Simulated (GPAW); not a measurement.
The system is BaZrO3.

```
CELL_PARAMETERS angstrom
4.19134 0.00000 0.00000
0.00000 4.19134 0.00000
0.00000 0.00000 4.19134
ATOMIC_POSITIONS crystal
Ba 0.00000 0.00000 0.00000
Zr 0.50000 0.50000 0.50000
O 0.50000 0.50000 0.00000
O 0.50000 0.00000 0.50000
O 0.00000 0.50000 0.50000
```

Base run:

```yaml
Program: GPAW 26.7.0
Functional: LDA
Potentials_or_basis: the program's PAW data sets (release 1.2.1) made for this functional
Cutoff: 800 eV
Basis: pw
k_mesh: 6 × 6 × 6
Occupations: fermi-dirac, width 0.05 eV
Spin: no spin polarisation
```

Its results: band gap on the k mesh 3.09 eV, indirect (least direct gap 3.31 eV); pressure -5.9 GPa.

Problem. The run is repeated on the same cell with these changes: cutoff from 800 eV to 600 eV; k mesh from 6 × 6 × 6 to 5 × 5 × 5. What comes out?

Solution. Band gap on the k mesh 3.20 eV, indirect (least direct gap 3.31 eV); pressure -9.8 GPa.

Caveats: spin-orbit coupling is left out, which moves the levels of the heavy elements; the cutoff is short for stress and forces, so pressures can be off by a GPa or more (some runs); an odd mesh through Γ misses points on the zone boundary, where band edges often lie (some runs).
